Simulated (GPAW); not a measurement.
# BN (F-43m) in GPAW: notebook

One crystal, BN, is run at these levels: PBE; tasks: band structure.

Everything below comes from runs of GPAW 26.7.0. Logs are shortened: lines on timing, memory, paths and dates and some standing lists are left out, and cuts for length are marked. The log counts tension as positive stress, the text compression.

**Measured values to compare with.**

A printed reference work, monograph reports, for a bulk crystal of BN at 300 K: band gap 6.4 eV (indirect).

How close the calculation comes is told below.

### Step 1. Starting point

The structure is cubic, space group F-43m (No. 216). The conventional cell has a = 3.626 Å, b = 3.626 Å, c = 3.626 Å, α = 90.00°, β = 90.00°, γ = 90.00°. N (site symmetry -43m) has 4 B at 1.57 Å as nearest neighbours. B (site symmetry -43m) has 4 N at 1.57 Å as nearest neighbours.

The cell is a database's computed one.

### Step 2. Band structure, PBE

run.py

```python
from ase.dft.bandgap import bandgap
from ase.io import read, write
from ase.units import GPa
from gpaw import GPAW, PW

atoms = read('BN.xyz')

calc = GPAW(mode=PW(800),
            xc='PBE',
            kpts={'size': (10, 10, 10), 'gamma': True},
            occupations={'name': 'fermi-dirac', 'width': 0.05},
            nbands=11,
            convergence={'density': 1e-05, 'energy': 1e-05},
            maxiter=150,
            txt='gpaw.txt')
atoms.calc = calc
energy = atoms.get_potential_energy()
forces = atoms.get_forces()
stress = atoms.get_stress()
calc.write('gs.gpw')
write('result.traj', atoms)
print(f'Energy: {energy:.6f} eV')
print('Forces (eV/A):')
print(forces.round(4))
print('Stress (GPa):', (stress / GPa).round(3))
print('Fermi level:', round(calc.get_fermi_level(), 4), 'eV')
print(f'Gap: {bandgap(calc)[0]:.4f} eV, direct: {bandgap(calc, direct=True)[0]:.4f} eV')

path = atoms.cell.bandpath('GXWKGLUWLK,UX', npoints=100, eps=1e-4)
bs_calc = calc.fixed_density(kpts=path, symmetry='off', nbands=18,
                             convergence={'bands': 'CBM+6.0', 'eigenstates': 1e-6}, txt='bands.txt')
bs = bs_calc.band_structure()
bs.write('bs.json')
print(f'Gap on the path: {bandgap(bs_calc)[0]:.4f} eV')
```

BN.xyz

```xyz
2
Lattice="0.0000000000 1.8130010000 1.8130010000 1.8130010000 0.0000000000 1.8130010000 1.8130010000 1.8130010000 0.0000000000" Properties=species:S:1:pos:R:3 pbc="T T T"
N      0.9065005000      0.9065005000      0.9065005000
B      0.0000000000      0.0000000000      0.0000000000
```

Potentials or basis: GPAW PAW data sets (gpaw-data 1.2.1), pw.

On the command line:

```
$ OMP_NUM_THREADS=1 python run.py
```

gpaw.txt:

```text
__  _  _
 | _ |_)|_||  |
 |__||  | ||/\| - 26.7.0

Input parameters:
  mode=PW(ecut=800.0),
  convergence={'density': 1e-05, 'energy': 1e-05},
  kpts=MonkhorstPack(size=(10, 10, 10), gamma=True),
  maxiter=150,
  nbands=11,
  occupations=Occupations(name='fermi-dirac', width=0.05),
  xc=XC(name='PBE')

Diagonalizing LCAO Hamiltonian
Converting LCAO to pw mode

          N
       B

Atoms  # Å, Bohr magnetons
|   | symbol |        x |        y |        z |    initial magnetic moments |
|---|--------|----------|----------|----------|-----------------------------|
| 0 |      N | 0.906501 | 0.906501 | 0.906501 | ( 0.0000,  0.0000,  0.0000) |
| 1 |      B | 0.000000 | 0.000000 | 0.000000 | ( 0.0000,  0.0000,  0.0000) |

Unit cell  # Å
| periodic |        x |        y |        z |  lengths |    angles |
|----------|----------|----------|----------|----------|-----------|
|      yes | 0.000000 | 1.813001 | 1.813001 | 2.563971 | 60.000000 |
|      yes | 1.813001 | 0.000000 | 1.813001 | 2.563971 | 60.000000 |
|      yes | 1.813001 | 1.813001 | 0.000000 | 2.563971 | 60.000000 |

Number of symmetries: 24
Symmetry operations  # r_c * U_cc + t_c -> r_c
|    | kind |            matrix            |
|----|------|------------------------------|
|  0 |  E   |  1, 0, 0,  0, 1, 0,  0, 0, 1 |
|  1 |  σ   |  1, 0, 0,  0, 0, 1,  0, 1, 0 |
|  2 |  σ   |  1, 0,-1,  0, 1,-1,  0, 0,-1 |
|  3 |  C3  |  1, 0,-1,  0, 0,-1,  0, 1,-1 |
|  4 |  C3  |  1,-1, 0,  0,-1, 1,  0,-1, 0 |
|  5 |  σ   |  1,-1, 0,  0,-1, 0,  0,-1, 1 |
|  6 |  σ   |  0, 1, 0,  1, 0, 0,  0, 0, 1 |
|  7 |  C3  |  0, 1, 0,  0, 0, 1,  1, 0, 0 |
|  8 |  C2  |  0, 1,-1,  1, 0,-1,  0, 0,-1 |
|  9 |  S4  |  0, 1,-1,  0, 0,-1,  1, 0,-1 |
| 10 |  C3  |  0, 0, 1,  1, 0, 0,  0, 1, 0 |
| 11 |  σ   |  0, 0, 1,  0, 1, 0,  1, 0, 0 |
| 12 |  S4  |  0, 0,-1,  1, 0,-1,  0, 1,-1 |
| 13 |  C3  |  0, 0,-1,  0, 1,-1,  1, 0,-1 |
| 14 |  S4  |  0,-1, 1,  1,-1, 0,  0,-1, 0 |
| 15 |  C2  |  0,-1, 1,  0,-1, 0,  1,-1, 0 |
| 16 |  C3  |  0,-1, 0,  1,-1, 0,  0,-1, 1 |
| 17 |  S4  |  0,-1, 0,  0,-1, 1,  1,-1, 0 |
| 18 |  S4  | -1, 1, 0, -1, 0, 1, -1, 0, 0 |
| 19 |  C3  | -1, 1, 0, -1, 0, 0, -1, 0, 1 |
| 20 |  C3  | -1, 0, 1, -1, 1, 0, -1, 0, 0 |
| 21 |  S4  | -1, 0, 1, -1, 0, 0, -1, 1, 0 |
| 22 |  σ   | -1, 0, 0, -1, 1, 0, -1, 0, 1 |
| 23 |  C2  | -1, 0, 0, -1, 0, 1, -1, 1, 0 |

BZ-sampling:
  Number of BZ points: 1000
  Number of IBZ points: 47

  Monkhorst-Pack size: [10, 10, 10]
  Monkhorst-Pack shift: [0.05, 0.05, 0.05]

K-points  # in reciprocal-cell coordinates
|     |                                coordinates |     weight |
|-----|--------------------------------------------|------------|
|   0 | (  0.00000000,   0.00000000,   0.00000000) | 0.00100000 |
|   1 | (  0.10000000,   0.10000000,   0.00000000) | 0.00600000 |
|   2 | (  0.10000000,   0.10000000,   0.10000000) | 0.00800000 |
|   3 | (  0.20000000,   0.10000000,   0.10000000) | 0.01200000 |
|   4 | (  0.20000000,   0.20000000,   0.00000000) | 0.00600000 |
|   5 | (  0.20000000,   0.20000000,   0.10000000) | 0.02400000 |
|   6 | (  0.20000000,   0.20000000,   0.20000000) | 0.00800000 |
|   7 | (  0.30000000,   0.20000000,   0.10000000) | 0.02400000 |
|   8 | (  0.30000000,   0.20000000,   0.20000000) | 0.02400000 |
|   9 | (  0.30000000,   0.30000000,   0.00000000) | 0.00600000 |
| ... |                                            |            |
|  46 | (  0.50000000,   0.50000000,   0.50000000) | 0.00400000 |

Plane wave coefficients: 622
Cutoff: 800.0 eV

Spin-components: 1 (collinear spins)
Bands:           11
Projectors:      10
Spin-degeneracy: 2
Datatype:        complex128

Parallelization:
  kpt:    1
  domain: 1
  band:   1

Density:
  Valence electrons: 8.0
  Components: 1
  Grid points: [18 18 18]
  Charge: 0.0  # |e|

Potential:
  Grid points: [18 18 18]

species:
  N:
    name:    Nitrogen
    Z:       7.0
    valence: 5
    core:    2
    charge:  0.0  # [|e|]
    compensation charges:
      type: gauss
      rc: 0.18  # [Å]
      lmax: 2
    cutoffs:
      filter: 1.11  # [Å]
      core: 0.96  # [Å]
    projectors
    | kind |    occ | energy [eV] | rcut [Å] |
    |------|--------|-------------|----------|
    |   2s |  2.000 |     -18.583 |    0.603 |
    |   2p |  3.000 |      -7.089 |    0.529 |
    |    s |        |       8.629 |    0.603 |
    |    p |        |      20.123 |    0.529 |
    |    d |        |       0.000 |    0.577 |

    Using partial waves for N as LCAO basis

  B:
    name:    Boron
    Z:       5.0
    valence: 3
    core:    2
    charge:  0.0  # [|e|]
    compensation charges:
      type: gauss
      rc: 0.20  # [Å]
      lmax: 2
    cutoffs:
      filter: 1.14  # [Å]
      core: 1.38  # [Å]
    projectors
    | kind |    occ | energy [eV] | rcut [Å] |
    |------|--------|-------------|----------|
    |   2s |  2.000 |      -9.443 |    0.635 |
    |   2p |  1.000 |      -3.606 |    0.635 |
    |    s |        |      17.768 |    0.635 |
    |    p |        |      23.605 |    0.635 |
    |    d |        |       0.000 |    0.635 |

    Using partial waves for B as LCAO basis

Reference energy: -2151.211071  # eV

eigensolver:
  PPCG
  Converge bands: occupied
  niter=2

density mixing:
  MSR1-Mixer
  Pratt-step length: 0.05
  Maximum mixing coefficient: 0.75
  Old densities: 10
  SVD Regularization: 0.005
  Good broyden scale: 1.0
  Trust region scale: 1.0
  Backstep threshold: 4.0
  History deletion threshold: 6.0
  Fourier metric: weight=20.0, sigma=0.015

occupation numbers:
  Fermi-Dirac:
    width: 0.0500  # eV

poisson solver:
  ecut: 6400.0  # eV

xc functional:
  name: PBE with 2 nearest neighbor stencil

convergence criteria:
- Maximum integral of absolute [dens]ity change: 1e-05 electrons / valence electron
- Maximum [total energy] change in last 3 cyles: 1e-05 eV / valence electron
- Maximum integral of absolute [eigenst]ate change: 4e-08 eV^2 / valence electron
maximum number of iterations: 150

SCF iterations
|iter     | |      energy | eigst |  dens |
|---------|-|-------------|-------|-------|
|iter:   1| |  -18.328268 | +0.10 |       |
|iter:   2| |  -18.154813 | -2.08 | -0.74 |
|iter:   3| |  -17.511403 | -1.38 | -0.78 |
|iter:   4| |  -17.503937 | -2.90 | -1.38 |
|iter:   5| |  -17.503655 | -3.46 | -1.82 |
|iter:   6| |  -17.503721 | -5.34 | -2.58 |
|iter:   7| |  -17.503721c| -7.03 | -3.55 |
|iter:   8| |  -17.503721c| -8.72c| -4.32 |
|iter:   9| |  -17.503721c| -8.75c| -5.39c|

Converged in 9 steps
Energy contributions relative to reference atoms: (reference = -2151.211071)

Energy contributions:
  Kinetic:          15.731920
  Coulomb:         -15.158172
  Zero:              0.099230
  External:          0.000000
  Xc:              -18.176698
  Entropy:           0.000000
  Spinorbit:         0.000000
  ----------------------------
  Free energy:     -17.503721
  Extrapolated:    -17.503721

dipole moment: (-7.306938, -7.306938, -7.306938)  # |e|*Ang

Fermi level: 12.171
Eigenvalues  # (at kpt = [0.000, 0.000, 0.000])
| band index |      eig [eV] | occ [0-2] |
|------------|---------------|-----------|
|          0 |       -10.173 |     2.000 |
|          1 |         9.950 |     2.000 |
|          2 |         9.950 |     2.000 |
|          3 |         9.950 |     2.000 |
|          4 |        18.736 |     0.000 |
|          5 |        18.736 |     0.000 |
|          6 |        18.736 |     0.000 |
|          7 |        20.166 |     0.000 |
|          8 |        34.537 |     0.000 |
|          9 |        37.639 |     0.000 |
|         10 |        38.108 |     0.000 |

Gap: 4.460 eV
Transition (v -> c):
  (s=0, k=0, n=3, [0.00, 0.00, 0.00]) -> (s=0, k=41, n=4, [0.50, 0.50, 0.00])
Direct/indirect transitions are different
Direct gap: 8.787 eV
Transition at: (s=0, k=0, n=3, [0.00, 0.00, 0.00])

Forces  # eV/Ang
|        x |        y |        z |
|----------|----------|----------|
|  0.00000 | -0.00000 |  0.00000 |  # N    0
| -0.00000 |  0.00000 | -0.00000 |  # B    1

Stress tensor  # eV/Ang^3
|         x |         y |         z |
|-----------|-----------|-----------|
|  0.009993 | -0.000000 | -0.000000 |
| -0.000000 |  0.009993 |  0.000000 |
| -0.000000 |  0.000000 |  0.009993 |

# Writing to gs.gpw (mode='')
```

Run time: 22 s. Hardware: 1 thread of Arm Neoverse V1, shared host; peak memory 0.18 GiB.

What came out:

- Free energy: -17.5037 eV
- Pressure: -1.6 GPa
- Band gap on the k mesh: 4.46 eV, indirect (least direct gap 8.79 eV)
- Band gap along the path: 4.46 eV, indirect (least direct gap 8.79 eV)

Levels at the corners of the path, in eV from the valence-band top:
```tsv
point	band 1	band 2	band 3	band 4	band 5	band 6	band 7	band 8
Γ	-20.12	0.00	0.00	0.00	8.79	8.79	8.79	10.22
X	-14.59	-8.86	-4.86	-4.86	4.46	9.18	17.79	17.79
W	-14.29	-7.55	-6.90	-6.44	9.56	13.22	14.46	14.52
K	-14.51	-8.08	-7.59	-4.04	6.89	12.79	15.72	16.56
Γ	-20.12	0.00	0.00	0.00	8.79	8.79	8.79	10.22
L	-15.95	-10.61	-1.92	-1.92	10.04	10.67	10.67	15.17
U	-14.51	-8.08	-7.59	-4.04	6.89	12.79	15.72	16.56
W	-14.29	-7.55	-6.90	-6.44	9.56	13.22	14.46	14.52
L	-15.95	-10.61	-1.92	-1.92	10.04	10.67	10.67	15.17
K	-14.51	-8.08	-7.59	-4.04	6.89	12.79	15.72	16.56
U	-14.51	-8.08	-7.59	-4.04	6.89	12.79	15.72	16.56
X	-14.59	-8.86	-4.86	-4.86	4.46	9.18	17.79	17.79
```

### Step 3. Band structure, PBE

Changes to run.py since step 2:

```diff
@@ -1 +1,3 @@
+import spglib
+from ase import Atoms
 from ase.dft.bandgap import bandgap
@@ -3,5 +5,10 @@
 from ase.units import GPa
-from gpaw import GPAW, PW
+from gpaw import GPAW, PW, setup_paths
 
-atoms = read('BN.xyz')
+setup_paths.insert(0, '.')
+
+atoms = read('BN.cif')
+cell, positions, numbers = spglib.find_primitive(
+    (atoms.cell[:], atoms.get_scaled_positions(), atoms.numbers), symprec=1e-4)
+atoms = Atoms(numbers, cell=cell, scaled_positions=positions, pbc=True)
```

BN.cif

```cif
data_BN
_cell_length_a 3.62600200
_cell_length_b 3.62600200
_cell_length_c 3.62600200
_cell_angle_alpha 90.00000000
_cell_angle_beta 90.00000000
_cell_angle_gamma 90.00000000
_space_group_name_H-M_alt 'F-43m'
_space_group_name_Hall 'F -4 2 3'
_space_group_IT_number 216
loop_
_space_group_symop_operation_xyz
'x,y,z'
'y,-x,-z'
'-x,-y,z'
'-y,x,-z'
'x,-y,-z'
'y,x,z'
'-x,y,-z'
'-y,-x,z'
'z,x,y'
'-z,y,-x'
'z,-x,-y'
'-z,-y,x'
'-z,x,-y'
'z,y,x'
'-z,-x,y'
'z,-y,-x'
'y,z,x'
'-x,-z,y'
'-y,z,-x'
'x,-z,-y'
'-y,-z,x'
'x,z,y'
'y,-z,-x'
'-x,z,-y'
'x,y+1/2,z+1/2'
'y,-x+1/2,-z+1/2'
'-x,-y+1/2,z+1/2'
'-y,x+1/2,-z+1/2'
'x,-y+1/2,-z+1/2'
'y,x+1/2,z+1/2'
'-x,y+1/2,-z+1/2'
'-y,-x+1/2,z+1/2'
'z,x+1/2,y+1/2'
'-z,y+1/2,-x+1/2'
'z,-x+1/2,-y+1/2'
'-z,-y+1/2,x+1/2'
'-z,x+1/2,-y+1/2'
'z,y+1/2,x+1/2'
'-z,-x+1/2,y+1/2'
'z,-y+1/2,-x+1/2'
'y,z+1/2,x+1/2'
'-x,-z+1/2,y+1/2'
'-y,z+1/2,-x+1/2'
'x,-z+1/2,-y+1/2'
'-y,-z+1/2,x+1/2'
'x,z+1/2,y+1/2'
'y,-z+1/2,-x+1/2'
'-x,z+1/2,-y+1/2'
'x+1/2,y,z+1/2'
'y+1/2,-x,-z+1/2'
'-x+1/2,-y,z+1/2'
'-y+1/2,x,-z+1/2'
'x+1/2,-y,-z+1/2'
'y+1/2,x,z+1/2'
'-x+1/2,y,-z+1/2'
'-y+1/2,-x,z+1/2'
'z+1/2,x,y+1/2'
'-z+1/2,y,-x+1/2'
'z+1/2,-x,-y+1/2'
'-z+1/2,-y,x+1/2'
'-z+1/2,x,-y+1/2'
'z+1/2,y,x+1/2'
'-z+1/2,-x,y+1/2'
'z+1/2,-y,-x+1/2'
'y+1/2,z,x+1/2'
'-x+1/2,-z,y+1/2'
'-y+1/2,z,-x+1/2'
'x+1/2,-z,-y+1/2'
'-y+1/2,-z,x+1/2'
'x+1/2,z,y+1/2'
'y+1/2,-z,-x+1/2'
'-x+1/2,z,-y+1/2'
'x+1/2,y+1/2,z'
'y+1/2,-x+1/2,-z'
'-x+1/2,-y+1/2,z'
'-y+1/2,x+1/2,-z'
'x+1/2,-y+1/2,-z'
'y+1/2,x+1/2,z'
'-x+1/2,y+1/2,-z'
'-y+1/2,-x+1/2,z'
'z+1/2,x+1/2,y'
'-z+1/2,y+1/2,-x'
'z+1/2,-x+1/2,-y'
'-z+1/2,-y+1/2,x'
'-z+1/2,x+1/2,-y'
'z+1/2,y+1/2,x'
'-z+1/2,-x+1/2,y'
'z+1/2,-y+1/2,-x'
'y+1/2,z+1/2,x'
'-x+1/2,-z+1/2,y'
'-y+1/2,z+1/2,-x'
'x+1/2,-z+1/2,-y'
'-y+1/2,-z+1/2,x'
'x+1/2,z+1/2,y'
'y+1/2,-z+1/2,-x'
'-x+1/2,z+1/2,-y'
loop_
_atom_site_label
_atom_site_type_symbol
_atom_site_symmetry_multiplicity
_atom_site_Wyckoff_symbol
_atom_site_fract_x
_atom_site_fract_y
_atom_site_fract_z
_atom_site_occupancy
N1 N 4 d 0.2500000000 0.2500000000 0.7500000000 1
B1 B 4 a 0.0000000000 0.0000000000 0.0000000000 1
```

Potentials or basis: PAW data sets generated in the run's folder for this functional, pw.

On the command line:

```
$ gpaw-setup -f PBE B N
$ OMP_NUM_THREADS=1 python run.py
```

Run time: 23 s. Hardware: 1 thread of Arm Neoverse V1, shared host; peak memory 0.18 GiB.

The run converged. Its results:

- Free energy: -17.5036 eV
- Pressure: -1.6 GPa
- Band gap on the k mesh: 4.46 eV, indirect (least direct gap 8.79 eV)
- Band gap along the path: 4.46 eV, indirect (least direct gap 8.79 eV)

Levels at the corners of the path, in eV from the valence-band top:
| point | band 1 | band 2 | band 3 | band 4 | band 5 | band 6 | band 7 | band 8 |
| --- | --- | --- | --- | --- | --- | --- | --- | --- |
| Γ | -20.12 | 0.00 | 0.00 | 0.00 | 8.79 | 8.79 | 8.79 | 10.22 |
| X | -14.59 | -8.86 | -4.86 | -4.86 | 4.46 | 9.18 | 17.79 | 17.79 |
| W | -14.29 | -7.55 | -6.90 | -6.44 | 9.56 | 13.22 | 14.46 | 14.52 |
| K | -14.51 | -8.08 | -7.59 | -4.04 | 6.89 | 12.79 | 15.72 | 16.56 |
| Γ | -20.12 | 0.00 | 0.00 | 0.00 | 8.79 | 8.79 | 8.79 | 10.22 |
| L | -15.95 | -10.61 | -1.92 | -1.92 | 10.04 | 10.67 | 10.67 | 15.17 |
| U | -14.51 | -8.08 | -7.59 | -4.04 | 6.89 | 12.79 | 15.72 | 16.56 |
| W | -14.29 | -7.55 | -6.90 | -6.44 | 9.56 | 13.22 | 14.46 | 14.52 |
| L | -15.95 | -10.61 | -1.92 | -1.92 | 10.04 | 10.67 | 10.67 | 15.17 |
| K | -14.51 | -8.08 | -7.59 | -4.04 | 6.89 | 12.79 | 15.72 | 16.56 |
| U | -14.51 | -8.08 | -7.59 | -4.04 | 6.89 | 12.79 | 15.72 | 16.56 |
| X | -14.59 | -8.86 | -4.86 | -4.86 | 4.46 | 9.18 | 17.79 | 17.79 |

### Step 4. How close it comes

Step 2. A measured gap of BN is 6.4 eV (indirect; 300 K; a printed reference work, monograph); the calculated 4.46 eV misses it by -1.94 eV. The value is that of PBE, without temperature or zero-point motion. Semilocal functionals fall short of measured gaps as a rule. The cell is a database's relaxed one, not the measured one, which moves gaps too.

Step 3. A measured gap of BN is 6.4 eV (indirect; 300 K; a printed reference work, monograph); the calculated 4.46 eV misses it by -1.94 eV. The value is that of PBE, without temperature or zero-point motion. Semilocal functionals fall short of measured gaps as a rule. The cell is a database's relaxed one, not the measured one, which moves gaps too.
